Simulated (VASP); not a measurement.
# Mo (Fm-3m) in VASP: a series of runs

The runs below take Mo through single point, with PBEsol, r2SCANh.

Program: VASP 6.6.1. These are calculated values, not measurements. Logs are shortened: lines on timing, memory, paths and dates and some standing lists are left out, and cuts for length are marked.

**1. The structure**

It takes space group Fm-3m (No. 225, cubic). Conventional cell: a = 4.030 Å, b = 4.030 Å, c = 4.030 Å, α = 90.00°, β = 90.00°, γ = 90.00°. Mo (site symmetry m-3m) is surrounded by 12 Mo at 2.85 Å.

This isn't the form of Mo at room conditions, which is bcc.

**2. Single point, PBEsol**

Contents of INCAR:

```
SYSTEM = Mo
  PREC = Accurate
  ENCUT = 520
  EDIFF = 1E-7
  ISMEAR = 0
  SIGMA = 0.05
  LREAL = .FALSE.
  LASPH = .TRUE.
  NELM = 80
  ALGO = Normal
  ISIF = 2
  LWAVE = .FALSE.
  LCHARG = .FALSE.
  GGA = PS
  NBANDS = 13
```

Contents of KPOINTS:

```
Automatic mesh
0
G
  11 11 11
  0 0 0
```

Contents of POSCAR:

```
Mo
1.0
    0.0000000000      2.0150000000      2.0150000000
    2.0150000000      0.0000000000      2.0150000000
    2.0150000000      2.0150000000      0.0000000000
Mo
1
Cartesian
    0.0000000000      0.0000000000      0.0000000000
```

Potentials or basis: VASP PAW PBE potentials, release 54 (Mo_sv).

Launch:

```sh
cat potpaw_PBE.54/Mo_sv/POTCAR > POTCAR
mpirun -np 1 vasp_std > vasp.out
```

OUTCAR:

```text
SYSTEM = Mo
   PREC = Accurate
   ENCUT = 520
   EDIFF = 1E-7
   ISMEAR = 0
   LREAL = .FALSE.
   LASPH = .TRUE.
   NELM = 80
   ISIF = 2
   GGA = PS

 ion  position               nearest neighbor table
   1  0.000  0.000  0.000-

  LATTYP: Found a face centered cubic cell.
 ALAT       =     4.0300000000

  Lattice vectors:

 A1 = (   0.0000000000,   2.0150000000,   2.0150000000)
 A2 = (   2.0150000000,   0.0000000000,   2.0150000000)
 A3 = (   2.0150000000,   2.0150000000,   0.0000000000)

Analysis of symmetry for initial positions (statically):
=====================================================================
 Subroutine PRICEL returns:
 Original cell was already a primitive cell.

 Routine SETGRP: Setting up the symmetry group for a
 face centered cubic supercell.

 Subroutine GETGRP returns: Found 48 space group operations
 (whereof 48 operations were pure point group operations)
 out of a pool of 48 trial point group operations.

The static configuration has the point symmetry O_h .

Analysis of symmetry for dynamics (positions and initial velocities):
=====================================================================
 Subroutine PRICEL returns:
 Original cell was already a primitive cell.

 Routine SETGRP: Setting up the symmetry group for a
 face centered cubic supercell.

 Subroutine GETGRP returns: Found 48 space group operations
 (whereof 48 operations were pure point group operations)
 out of a pool of 48 trial point group operations.

The dynamic configuration has the point symmetry O_h .

 Subroutine INISYM returns: Found 48 space group operations
 (whereof 48 operations are pure point group operations),
 and found     1 'primitive' translations

----------------------------------------------------------------------------------------

                                     Primitive cell

  volume of cell :      16.3627

  direct lattice vectors                    reciprocal lattice vectors
     0.000000000  2.015000000  2.015000000    -0.248138958  0.248138958  0.248138958
     2.015000000  0.000000000  2.015000000     0.248138958 -0.248138958  0.248138958
     2.015000000  2.015000000  0.000000000     0.248138958  0.248138958 -0.248138958

  length of vectors
     2.849640328  2.849640328  2.849640328     0.429789282  0.429789282  0.429789282

  position of ions in fractional coordinates (direct lattice)
     0.000000000  0.000000000  0.000000000

  ion indices of the primitive-cell ions
   primitive index   ion index
                 1           1

----------------------------------------------------------------------------------------

 KPOINTS: Automatic mesh

Automatic generation of k-mesh.
 Grid dimensions read from file:
 generate k-points for:   11   11   11

 Generating k-lattice:

  Cartesian coordinates                     Fractional coordinates (reciprocal lattice)
    -0.022558087  0.022558087  0.022558087     0.090909091  0.000000000  0.000000000
     0.022558087 -0.022558087  0.022558087     0.000000000  0.090909091  0.000000000
     0.022558087  0.022558087 -0.022558087     0.000000000  0.000000000  0.090909091

  Length of vectors
     0.039071753  0.039071753  0.039071753

  Shift w.r.t. Gamma in fractional coordinates (k-lattice)
     0.000000000  0.000000000  0.000000000

 Subroutine IBZKPT returns following result:
 ===========================================

 Found     56 irreducible k-points:

 Following reciprocal coordinates:
            Coordinates               Weight
  0.000000  0.000000  0.000000      1.000000
  0.090909  0.000000  0.000000      8.000000
  0.181818  0.000000  0.000000      8.000000
  0.272727  0.000000  0.000000      8.000000
  0.363636  0.000000  0.000000      8.000000
  0.454545  0.000000  0.000000      8.000000
[... 42 lines left out ...]
 -0.363636  0.363636  0.090909     48.000000
 -0.272727  0.363636  0.090909     24.000000
 [... further k-points ...]
   k-points           NKPTS =     56   k-points in BZ     NKDIM =     56   number of bands    NBANDS=     13
   number of dos      NEDOS =    301   number of ions     NIONS =      1
   total plane-waves  NPLWV =  13824
   dimension x,y,z NGX =    24 NGY =   24 NGZ =   24
   dimension x,y,z NGXF=    48 NGYF=   48 NGZF=   48
   ions per type =               1
   NGX,Y,Z   is equivalent  to a cutoff of  14.00, 14.00, 14.00 a.u.
   NGXF,Y,Z  is equivalent  to a cutoff of  28.00, 28.00, 28.00 a.u.
 SYSTEM =  Mo
   PREC   = accura    normal or accurate (medium, high low for compatibility)
   ISTART =      0    job   : 0-new  1-cont  2-samecut
   ICHARG =      2    charge: 1-file 2-atom 10-const
   ISPIN  =      1    spin polarized calculation?
   LNONCOLLINEAR =      F non collinear calculations
   LSORBIT =      F    spin-orbit coupling
   LASPH  =      T    aspherical Exc in radial PAW
   ENCUT  =  520.0 eV  38.22 Ry    6.18 a.u.   5.30  5.30  5.30*2*pi/ulx,y,z
   NELM   =     80;   NELMIN=  2; NELMDL= -5     # of ELM steps
   EDIFF  = 0.1E-06   stopping-criterion for ELM
   LREAL  =      F    real-space projection
   EDIFFG = 0.1E-05   stopping-criterion for IOM
   NSW    =      0    number of steps for IOM
   IBRION =     -1    ionic relax: 0-MD 1-quasi-New 2-CG
   NFREE  =      0    steps in history (QN), initial steepest desc. (CG)
   ISIF   =      2    stress and relaxation
   ISYM   =      2    0-nonsym 1-usesym 2-fastsym
   POTIM  = 0.5000    time-step for ionic-motion
   TEBEG  =    0.0;   TEEND  =   0.0 temperature during run
   PSTRESS=    0.0 pullay stress
   NELECT =      14.0000    total number of electrons
   NUPDOWN=      -1.0000    fix difference up-down
   EMIN   =  10.00;   EMAX   =-10.00  energy-range for DOS
   EFERMI =   0.00;   METHOD = LEGACY
   ISMEAR =     0;   SIGMA  =   0.05  broadening in eV -4-tet -1-fermi 0-gaus
   EFERMI_NEDOS =   21; number of points for ismear=-14 and -15
   IALGO  =     38    algorithm
   IMIX   =      4    mixing-type and parameters
     AMIX     =   0.40;   BMIX     =  1.00
     AMIX_MAG =   1.60;   BMIX_MAG =  1.00
  volume/ion in A,a.u.               =      16.36       110.42
  Fermi-wavevector in a.u.,A,eV,Ry     =   1.554172  2.936960 32.864208  2.415451
  Thomas-Fermi vector in A             =   2.658297
   LORBIT       =      0    0 simple, 1 ext, 2 COOP (PROOUT), +10 PAW based schemes
   GGA     = PS    functional components
   LHFCALC =     F    Hartree Fock is set to
   AEXX    =    0.0000 exact exchange contribution
   IVDW    =     0    specifies the selected vdW correction
   LEPSILON=     F    determine dielectric tensor
   LRPA    =     F    only Hartree local field effects (RPA)
 non-spin polarized calculation
 Gauss-broadening in eV      SIGMA  =   0.05
  energy-cutoff  :      520.00
  volume of cell :       16.36
 maximum number of plane-waves:       459
 NGX is ok and might be reduce to    24
   NGX = 11   NGY = 11   NGZ = 11

 number of electron      14.0000001 magnetization

 Free energy of the ion-electron system (eV)
  ---------------------------------------------------
  ext. energy  EPLUGINS =         0.00000000
  ---------------------------------------------------
  free energy    TOTEN  =       -11.30268432 eV

  energy without entropy =      -11.29975179  energy(sigma->0) =      -11.30121806

 E-fermi :  11.2937     XC(G=0): -13.2574

 val. band max:       11.2879646610   @ k =  -0.4545   0.1818   0.0909
 cond. band min:      11.2967536078   @ k =  -0.1818   0.0909   0.0000
 fundamental gap:      0.0087889468
 Fermi energy:        11.2936563050

 k-point     1 :       0.0000    0.0000    0.0000
  band No.  band energies     occupation
      1     -49.3102      2.00000
      2     -22.7160      2.00000
      3     -22.7160      2.00000
      4     -22.7160      2.00000
      5       4.6162      2.00000
      6      10.6477      2.00000
      7      10.6477      2.00000
      8      10.6477      2.00000
      9      13.2346      0.00000
     10      13.2346      0.00000
     11      24.4168      0.00000
     12      29.5270      0.00000
     13      29.5270      0.00000

 k-point     2 :       0.0909    0.0000    0.0000
  band No.  band energies     occupation
      1     -49.2940      2.00000
      2     -22.8188      2.00000
      3     -22.7289      2.00000
      4     -22.7289      2.00000
      5       4.9417      2.00000
      6      10.4362      2.00000
      7      10.7902      2.00000
      8      10.7902      2.00000
      9      13.1263      0.00000
     10      13.1263      0.00000
     11      25.0287      0.00000
     12      28.2817      0.00000
     13      30.1112      0.00000

 k-point     3 :       0.1818    0.0000    0.0000
  band No.  band energies     occupation
      1     -49.2503      2.00000
      2     -23.0895      2.00000
      3     -22.7635      2.00000
      4     -22.7635      2.00000
      5       5.7863      2.00000
      6      10.0520      2.00000
      7      11.0404      2.00000
      8      11.0404      2.00000
      9      13.0508      0.00000
     10      13.0508      0.00000
     11      25.9051      0.00000
     12      26.9443      0.00000
     13      31.7334      0.00000

 k-point     4 :       0.2727    0.0000    0.0000
  band No.  band energies     occupation
      1     -49.1926      2.00000
      2     -23.4332      2.00000
      3     -22.8084      2.00000
      4     -22.8084      2.00000
      5       6.6377      2.00000
      6      10.1594      2.00000
      7      10.9780      2.00000
      8      10.9780      2.00000
      9      13.5325      0.00000
     10      13.5325      0.00000
     11      24.4580      0.00000
     12      27.5215      0.00000
     13      34.0483      0.00000

 k-point     5 :       0.3636    0.0000    0.0000
  band No.  band energies     occupation
      1     -49.1389      2.00000
      2     -23.7395      2.00000
      3     -22.8492      2.00000
      4     -22.8492      2.00000
      5       6.8830      2.00000
      6      10.6908      2.00000
      7      10.6908      2.00000
      8      11.2865      1.16089
      9      14.4350      0.00000
     10      14.4350      0.00000
     11      23.1966      0.00000
     12      25.8917      0.00000
     13      32.0708      0.00000
[... 513 lines left out ...]
 k-point    38 :       0.3636    0.1818    0.0909
  band No.  band energies     occupation
      1     -49.1632      2.00000
      2     -23.4514      2.00000
      3     -22.9791      2.00000
      4     -22.8404      2.00000
      5       7.3666      2.00000
      6       9.3133      2.00000
      7      10.5131      2.00000
      8      11.7623      0.00000
      9      12.9036      0.00000
     10      14.9403      0.00000
     11      25.5401      0.00000
     12      28.2183      0.00000
     13      30.1974      0.00000

 k-point    39 :       0.4545    0.1818    0.0909
  band No.  band energies     occupation
      1     -49.1152      2.00000
      2     -23.6889      2.00000
      3     -23.0383      2.00000
      4     -22.8909      2.00000
      5       7.6292      2.00000
      6       9.8274      2.00000
      7      10.2557      2.00000
      8      11.4671      0.00000
      9      14.0818      0.00000
     10      16.1568      0.00000
     11      23.7810      0.00000
     12      26.6478      0.00000
     13      29.1114      0.00000

 k-point    40 :      -0.4545    0.1818    0.0909
  band No.  band energies     occupation
      1     -49.0864      2.00000
      2     -23.8298      2.00000
      3     -23.0655      2.00000
      4     -22.9266      2.00000
      5       7.5740      2.00000
      6       9.5915      2.00000
      7      11.1061      2.00000
      8      11.2880      1.12789
      9      14.9397      0.00000
     10      17.2101      0.00000
     11      21.9464      0.00000
     12      25.8271      0.00000
     13      28.8293      0.00000

 [... further k-points ...]

------------------------ aborting loop because EDIFF is reached ----------------------------------------

  FORCE on cell =-STRESS in cart. coord.  units (eV):
  Direction    XX          YY          ZZ          XY          YZ          ZX
  --------------------------------------------------------------------------------------
  -------------------------------------------------------------------------------------
  Total       -1.1397811     -1.1397811     -1.1397811     -0.0000000     -0.0000000     -0.0000000
  in kB     -111.6032575   -111.6032575   -111.6032575     -0.0000000     -0.0000000     -0.0000000
  external PRESSURE =    -111.6032575 kB  Pullay stress =       0.0000000 kB

 VOLUME and BASIS-vectors are now :
 -----------------------------------------------------------------------------
  energy-cutoff  :      520.00
  volume of cell :       16.36
      direct lattice vectors                 reciprocal lattice vectors
     0.000000000  2.015000000  2.015000000    -0.248138958  0.248138958  0.248138958
     2.015000000  0.000000000  2.015000000     0.248138958 -0.248138958  0.248138958
     2.015000000  2.015000000  0.000000000     0.248138958  0.248138958 -0.248138958

 POSITION                                       TOTAL-FORCE (eV/Angst)
 -----------------------------------------------------------------------------------
      0.00000      0.00000      0.00000         0.000000      0.000000     -0.000000
 -----------------------------------------------------------------------------------
    total drift:                                0.000000      0.000000     -0.000000

  FREE ENERGIE OF THE ION-ELECTRON SYSTEM (eV)
  ---------------------------------------------------
  free  energy   TOTEN  =       -11.3026843206 eV

  energy  without entropy=      -11.2997517911  energy(sigma->0) =      -11.30121806
```

Run time: 6.8 s. Hardware: 1 thread of Intel Xeon 6975P-C (Granite Rapids), shared host; peak memory 0.13 GiB.

What came out:

* Free energy: -11.3027 eV
* Pressure: -11.2 GPa
* Band gap on the k mesh: none (metal or under the smearing width)

Caveat: the PAW data sets were made with another functional, which shifts forces and pressure a little.

**3. Single point, PBEsol**

Contents of run.py:

```python
from ase import Atoms
from ase.calculators.vasp import Vasp
from ase.dft.bandgap import bandgap

atoms = Atoms(
    ['Mo'],
    cell=[[0.0, 2.015, 2.015], [2.015, 0.0, 2.015], [2.015, 2.015, 0.0]],
    scaled_positions=[[0.0, 0.0, 0.0]],
    pbc=True,
)
calc = Vasp(
    directory='calc',
    xc='pbesol',
    pp='PBE',
    setups='recommended',
    pp_version='54',
    prec='Accurate',
    encut=520,
    ediff=1e-07,
    ismear=0,
    sigma=0.05,
    lreal=False,
    lasph=True,
    nelm=80,
    algo='Normal',
    isif=2,
    lwave=False,
    lcharg=True,
    lelf=True,
    lvhar=True,
    kpts=[11, 11, 11],
    gamma=True,
    nbands=13,
)
atoms.calc = calc

print('energy (eV):', atoms.get_potential_energy())
print('free energy (eV):', atoms.get_potential_energy(force_consistent=True))
print('forces (eV/A):')
print(atoms.get_forces())
print('stress (eV/A^3, Voigt):', atoms.get_stress())
print('Fermi level (eV):', calc.get_fermi_level())
gap, top, bottom = bandgap(calc)
print('band gap (eV):', gap, 'from (spin, k, band)', top, 'to', bottom)
```

Potentials or basis: VASP PAW PBE potentials, release 54 (Mo_sv).

Launch:

```sh
python run.py
```

Wall time 9.7 s (1 thread of Intel Xeon 6975P-C (Granite Rapids), shared host); peak memory 0.13 GiB.

The run converged. Its results:

```yaml
Free_energy: -11.3027 eV
Pressure: -11.2 GPa
Band_gap_on_the_k_mesh: none (metal or under the smearing width)
```

Levels at points of the mesh, in eV from the Fermi level:
| k point | band 3 | band 4 | band 5 | band 6 | band 7 | band 8 | band 9 | band 10 | band 11 | band 12 |
| --- | --- | --- | --- | --- | --- | --- | --- | --- | --- | --- |
| (0.00, 0.00, 0.00) | -34.01 | -34.01 | -6.68 | -0.65 | -0.65 | -0.65 | 1.94 | 1.94 | 13.12 | 18.23 |

Caveat: the PAW data sets were made with another functional, which shifts forces and pressure a little.

**4. Single point, r2SCANh (volume scaled by 1.08)**

Contents of run.py:

```python
from ase.calculators.vasp import Vasp
from ase.dft.bandgap import bandgap
from ase.spacegroup import crystal

atoms = crystal(
    ['Mo'],
    basis=[[0.0, 0.0, 0.0]],
    spacegroup=225,
    setting=1,
    cellpar=[4.13472184, 4.13472184, 4.13472184, 90.0, 90.0, 90.0],
    primitive_cell=True,
)
calc = Vasp(
    directory='calc',
    pp='PBE',
    setups='recommended',
    prec='Accurate',
    encut=520,
    ediff=1e-06,
    ismear=0,
    sigma=0.1,
    lreal=False,
    lasph=True,
    nelm=100,
    algo='Normal',
    isif=2,
    lwave=False,
    lcharg=True,
    metagga='R2SCAN',
    lhfcalc=True,
    aexx=0.1,
    lmixtau=True,
    precfock='Fast',
    lelf=True,
    lvhar=True,
    kpts=[6, 6, 6],
    gamma=True,
    nbands=13,
)
atoms.calc = calc

print('energy (eV):', atoms.get_potential_energy())
print('free energy (eV):', atoms.get_potential_energy(force_consistent=True))
print('forces (eV/A):')
print(atoms.get_forces())
print('stress (eV/A^3, Voigt):', atoms.get_stress())
print('Fermi level (eV):', calc.get_fermi_level())
gap, top, bottom = bandgap(calc)
print('band gap (eV):', gap, 'from (spin, k, band)', top, 'to', bottom)
```

Potentials or basis: VASP PAW PBE potentials, release 64 (Mo_sv).

Launch:

```sh
python run.py
```

Run time: 6.1 min. Hardware: 1 thread of Intel Xeon 6975P-C (Granite Rapids), shared host; peak memory 0.14 GiB.

The run converged. Its results:

```
Free energy            : -25.1496 eV
Pressure               : -23.6 GPa
Band gap on the k mesh : none (metal or under the smearing width)
```

Levels at points of the mesh, in eV from the Fermi level:
| k point | band 5 | band 6 | band 7 | band 8 | band 9 | band 10 |
| --- | --- | --- | --- | --- | --- | --- |
| (0.00, 0.00, 0.00) | -7.54 | -0.97 | -0.97 | -0.97 | 2.17 | 2.17 |
| (0.50, 0.00, 0.00) | -5.02 | -1.02 | -1.02 | 1.04 | 3.94 | 3.94 |
| (0.50, 0.50, 0.00) | -5.10 | -4.57 | 3.62 | 4.05 | 4.40 | 4.40 |

Caveat: the k mesh is coarse (spacing up to 0.44 Å⁻¹), so the values aren't converged, least of all with exact exchange; the PAW data sets were made with another functional, which shifts forces and pressure a little.
